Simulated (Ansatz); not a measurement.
## Antisite pairs in SiNi3Mo2

Level of theory: DFT PBEsol, scalar-relativistic, plane waves, PAW in Ansatz 0.2.0.

Settings: cutoff 420 eV, Γ-centred mesh 7×5×4 on the computed 24-atom cell, Gaussian smearing of 0.10 eV; no spin polarisation.

The ordered crystal (P6_3/mmc, 11.88 Å³/atom, no gap on the mesh), relaxed at this level:

```cif
data_structure
_symmetry_space_group_name_H-M 'P 1'
_symmetry_Int_Tables_number 1
_cell_length_a 4.6974
_cell_length_b 4.6974
_cell_length_c 7.4580
_cell_angle_alpha 90.000
_cell_angle_beta 90.000
_cell_angle_gamma 120.000
_cell_volume 142.52
loop_
_atom_site_label
_atom_site_type_symbol
_atom_site_fract_x
_atom_site_fract_y
_atom_site_fract_z
_atom_site_occupancy
Si1 Si 0.00000 0.00000 0.00000 1
Si2 Si 0.00000 0.00000 0.50000 1
Ni1 Ni 0.16960 0.33921 0.75000 1
Ni2 Ni 0.66079 0.83040 0.75000 1
Ni3 Ni 0.16960 0.83040 0.75000 1
Ni4 Ni 0.83040 0.66079 0.25000 1
Ni5 Ni 0.33921 0.16960 0.25000 1
Ni6 Ni 0.83040 0.16960 0.25000 1
Mo1 Mo 0.66667 0.33333 0.93517 1
Mo2 Mo 0.33333 0.66667 0.06483 1
Mo3 Mo 0.33333 0.66667 0.43517 1
Mo4 Mo 0.66667 0.33333 0.56483 1
```

The crystal stands on its own mesh of 12×12×6. The changed cells were relaxed on coarser meshes and computed once more on meshes like the one named, which can leave forces up to 0.25 eV/Å.

In a supercell of 24 atoms, with 8 Mo and 12 Ni sites, pairs of Mo and Ni were exchanged at random and each cell relaxed without symmetry:

```tsv
pairs	E − E(crystal) (eV a cell)	per pair (eV)	gap on mesh (eV)
1	2.10	2.10	0.00
2	4.23	2.12	0.00
```

Question: Estimate the equilibrium share of Ni on Mo sites against temperature.

Answer: For dilute pairs, mass action gives x_A x_B = exp(−ΔE/k_BT) for the shares of wrong atoms on the two sublattices. Equal numbers of wrong atoms make x on the Mo sites √(12/8) exp(−ΔE/2k_BT). With ΔE = 2.10 eV from the most dilute cell: 2e-9 at 600 K, 6e-6 at 1000 K, 4e-4 at 1500 K. One per cent is reached near 2540 K, if the crystal still stands there. One draw in a small cell holds the two wrong atoms close to each other and to their images, while the law wants them far apart, so ΔE is uncertain by tenths of an eV, in stiff covalent crystals by an eV or more; vibrations are left out.

Question: Do the pairs interact, and at what temperature would the most disordered cell pay for itself?

Answer: The cost per pair goes from 2.10 to 2.12 eV, nearly additive. Choosing 2 of 8 and 2 of 12 sites gives ln Ω = 7.5, so energy and entropy balance at T = ΔE/(k_B ln Ω) = 4.23 eV / (7.5 k_B) ≈ 6500 K; a small cell undercounts Ω and short-range order lowers the energy, while the ordered crystal gains entropy from its own antisites, so this gives only the scale of a transition. It lies above the melting point of any such solid.

Spin polarisation was left out, and a magnetic state may lie lower.

Cost: 5 runs of about 74 core-minutes in all (earlier runs that led there not counted), on AMD EPYC 7R43 (Zen 3) (shared hosts).